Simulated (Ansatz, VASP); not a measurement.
One calculation of BaZrO3, two programs

The input INCAR:

```
SYSTEM = BaZrO3
PREC = Accurate
ENCUT = 600
EDIFF = 1E-6
ISMEAR = 0
SIGMA = 0.02
LREAL = .False.
LASPH = .True.
NELM = 80
ALGO = Normal
ISIF = 3
LWAVE = .False.
LCHARG = .False.
GGA = PE
IBRION = 2
NSW = 100
EDIFFG = -0.01
```

The input KPOINTS:

```
regular mesh
0
Gamma
  6 6 6
  0 0 0
```

POSCAR

```
BaZrO3
1.0
    4.2123870800      0.0000000000      0.0000000000
    0.0000000000      4.2123870800      0.0000000000
    0.0000000000      0.0000000000      4.2123870800
Ba Zr O
1 1 3
Direct
    0.0000000000      0.0000000000      0.0000000000
    0.5000000000      0.5000000000      0.5000000000
    0.5000000000      0.0000000000      0.5000000000
    0.5000000000      0.5000000000      0.0000000000
    0.0000000000      0.5000000000      0.5000000000
```

Input for Ansatz:

```yaml
crystal:
  lattice:
    - [4.21238708, 0.0, 0.0]
    - [0.0, 4.21238708, 0.0]
    - [0.0, 0.0, 4.21238708]
  atoms:
    - { symbol: Ba, position: [0.0, 0.0, 0.0] }
    - { symbol: Zr, position: [0.5, 0.5, 0.5] }
    - { symbol: O, position: [0.5, 0.0, 0.5] }
    - { symbol: O, position: [0.5, 0.5, 0.0] }
    - { symbol: O, position: [0.0, 0.5, 0.5] }
basis:
  ecutwfc: 420
kpoints:
  mp_grid: { grid: [6, 6, 6] }
hamiltonian:
  xc: pbe
scf:
  occupations: { method: gaussian, width: 0.02 }
output:
  forces: true
  stress: true
  eigenvalues: true
  write_density: true
  write_potential: true
  elf: true
  volumetric_format: npy
relax:
  adjacent_minimum: "off"
  f_tol: 0.01
  max_steps: 80
  cell: { stress_tol: 0.05 }
```

Alike in both runs: task relaxation of cell and atoms; functional PBE; k mesh 6 × 6 × 6; occupations gaussian, width 0.02 eV; no spin polarisation.

|  | VASP | Ansatz |
| --- | --- | --- |
| version | VASP 6.6.1 | Ansatz 0.2.0 |
| potentials or method | VASP PAW PBE potentials, release 64 (Ba_sv, Zr_sv, O) | scalar-relativistic, plane waves, PAW |
| plane-wave cutoff (eV) | 600 | 420 |
| valence electrons in the cell | 40 | 40 |

```csv
,VASP,Ansatz,Ansatz less VASP
"gap on the k mesh at the Fermi level, each at its own relaxed structure (eV)",3.12,3.18,+0.059
relaxed volume (Å³/atom),15.19,15.10,-0.085
relaxed cell length with the largest relative difference (Å),4.235,4.227,-0.0079
energy change over the relaxation (meV/atom),-2,-1,+1.0
```

Caveats: spin-orbit coupling is left out, which moves the levels of the heavy elements. A hybrid or GW would open this gap; PBE tends to underestimate it. A k mesh can miss the band edges.
